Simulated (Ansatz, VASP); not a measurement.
## Ca in VASP and in Ansatz

```
Ca
1.0
     3.66410    0.00000    0.00000
     0.00000    3.66410    0.00000
     0.00000    0.00000    3.66410
Ca
1
Cartesian
  0.0000 0.0000 0.0000
```

Alike in both runs: task single point; functional BLYP; k mesh 10 × 10 × 10; occupations fermi-dirac, width 0.1 eV; no spin polarisation.

```csv
,VASP,Ansatz
version,VASP 6.6.1,Ansatz 0.2.0
potentials or method,"VASP PAW PBE potentials, release 64 (Ca_sv)","plane waves (420 eV) with PAW, scalar-relativistic"
plane-wave cutoff (eV),520,420
valence electrons in the cell,10,10
```

```csv
,VASP,Ansatz,Ansatz less VASP
pressure (GPa),-0.6,-0.6,+0.02
```

With one functional, cell and mesh, what is left measures potentials, basis and numerics.

Caveats: the PAW data sets were made with another functional, which shifts forces and pressure a little (VASP).
